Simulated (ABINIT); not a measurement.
MgO:

```
Mg O
1.0
     0.00000    2.09700    2.09700
     2.09700    0.00000    2.09700
     2.09700    2.09700    0.00000
Mg O
1 1
Direct
  0.00000 0.00000 0.00000
  0.50000 0.50000 0.50000
```

The cell is a database's computed one.

Base run:

| Property | Result |
| --- | --- |
| Program | ABINIT 10.8.3 (patched build) |
| Functional | RPBE |
| Potentials or basis | JTH PAW PBE v2.0 |
| Cutoff | 626 eV |
| k mesh | 11 × 11 × 11 |
| Occupations | fermi-dirac, width 0.05 eV |
| Spin | no spin polarisation |

Its results: band gap on the k mesh 4.97 eV, direct; pressure 11.5 GPa.

**Question.** After a change of settings the same cell gave: band gap on the k mesh 5.12 eV, direct; pressure 10.0 GPa. Which change was it?
A. functional from RPBE to PBEsol
B. functional from RPBE to PBEsol; k mesh from 11 × 11 × 11 to 9 × 9 × 9
C. functional from RPBE to BLYP
D. functional from RPBE to HCTH407

**Answer.** C.

Caveats: the PAW data sets were made with another functional, which shifts forces and pressure a little.

Not every run made on this cell is shown here.
